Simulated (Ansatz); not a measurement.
A calculation with Ansatz 0.2.0 of GaAs (native input, structure typed inline):

input.yaml

```yaml
crystal:
  lattice:
    - [0.0, 2.8640496607, 2.8640496607]
    - [2.8640496607, 0.0, 2.8640496607]
    - [2.8640496607, 2.8640496607, 0.0]
  atoms:
    - { symbol: As, position: [0.75, 0.75, 0.75] }
    - { symbol: Ga, position: [0.0, 0.0, 0.0] }
hamiltonian:
  xc: r2scan
  pseudopotentials: { kind: paw }
  dispersion: rvv10
kpoints:
  mp_grid: { grid: [8, 8, 8] }
scf:
  occupations: { method: fixed }
output:
  forces: true
  stress: true
  eigenvalues: true
  write_density: true
  write_potential: true
  elf: true
  volumetric_format: npy
```

Potentials or basis: Ansatz PAW.

The run is started by

```bash
$ ansatz run input.yaml --threads 2 --pin off --max-ram 5120MiB --backend cpu --events-out ev --progress --plain --runs-dir out
```

The cell isn't the ideal one: volume scaled by 1.04.

Task: Write the same calculation in another form: ASE script, Cartesian positions.

Result: As run:

run.py

```python
import json

import ase.io
import numpy as np

import ansatz as az

atoms = ase.io.read("GaAs.xyz")

calculation = (
    az.Crystal.from_ase(atoms)
    .calculation()
    .kpoints(8, 8, 8)
    .functional("r2scan", dispersion="rvv10")
    .pseudopotentials(kind="paw")
    .occupations(method="fixed")
    .density()
    .potential()
    .output_files(volumetric_format="npy")
    .electron_localization_function()
    .forces()
    .stress()
    .band_table(publish=True)
)
outcome = calculation.run(threads=2, events_out="events.jsonl")

report = outcome.report
for line in open("events.jsonl"):
    event = json.loads(line)
    if event["event"] == "scf_iter":
        d = event["data"]
        print(f"SCF {d['iter']:3d}  HF = {d['harris_foulkes_ev']:.6f} eV  dr2 = {d['dr2_ev']:.2e} eV")
    elif event["event"] in ("relax_step", "md_step"):
        d = event["data"]
        print(f"{event['event']} {d['step']:3d}  E = {d['lagrangian_ev']:.6f} eV")
np.set_printoptions(precision=5, suppress=True, linewidth=110)
print("converged:", report["converged"], "after", report["n_iterations"], "iterations")
print(f"free energy {report['free_energy_ev']:.6f} eV, Fermi level {report['fermi_energy_ev']:.4f} eV")
for key in ("band_edges_ev", "magnetization_mub", "site_moments_mub", "site_moments_nc_mub", "forces_ev_ang",
                "stress_gpa"):
    if report.get(key) is not None:
        print(key, np.array(report[key]), sep="\n")
```

File GaAs.xyz:

```xyz
2
Lattice="0.0000000000 2.8640496607 2.8640496607 2.8640496607 0.0000000000 2.8640496607 2.8640496607 2.8640496607 0.0000000000" Properties=species:S:1:pos:R:3 pbc="T T T"
As     4.2960744910      4.2960744910      4.2960744910
Ga     0.0000000000      0.0000000000      0.0000000000
```

Potentials or basis: Ansatz PAW.

Run with:

```console
$ python run.py
```

Both were run:

|  | native input, structure typed inline | ASE script, Cartesian positions |
| --- | --- | --- |
| Pressure | -2.9 GPa | -2.9 GPa |
| Band gap on the k mesh | 0.69 eV, direct | 0.69 eV, direct |

Keys that steer only the numerical path or the files written may differ.

Caveat: the PAW data sets were made with another functional, which shifts forces and pressure a little.
